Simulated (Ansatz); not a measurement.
The system is CaO.

```
CELL_PARAMETERS angstrom
0.00000 2.40356 2.40356
2.40356 0.00000 2.40356
2.40356 2.40356 0.00000
ATOMIC_POSITIONS crystal
Ca 0.00000 0.00000 0.00000
O 0.50000 0.50000 0.50000
```

The cell is a database's computed one.

| Item | Value |
| --- | --- |
| Program | Ansatz 0.2.0 |
| Task | relaxation of cell and atoms |
| Functional | revPBE |
| Potentials or basis | all-electron LAPW, scalar-relativistic |
| Basis error allowed | 0.001 eV/atom |
| k mesh | 10 × 10 × 10 |
| Occupations | fermi-dirac, width 0.05 eV |
| Spin | no spin polarisation |

At the start: volume 13.89 Å³/atom.

Where does the relaxation end?

Over 4 steps the energy falls by 7.8 meV/atom and the volume is 14.48 Å³/atom (+4.3 %); space group Fm-3m (No. 225, to 0.05 Å).

Step by step:
| step | energy change (eV) | largest force (eV/Å) | volume (Å³) |
| --- | --- | --- | --- |
| 1 | 0.0000 | 0.0000 | 27.77 |
| 2 | -0.0154 | 0.0000 | 29.09 |
| 3 | -0.0156 | 0.0000 | 28.96 |
| 4 | -0.0156 | 0.0000 | 28.96 |

Final structure:
```
Ca O
1.0
     0.00000    2.43725    2.43725
     2.43725    0.00000    2.43725
     2.43725    2.43725    0.00000
Ca O
1 1
Cartesian
  0.0000 0.0000 0.0000
  2.4373 2.4373 2.4373
```
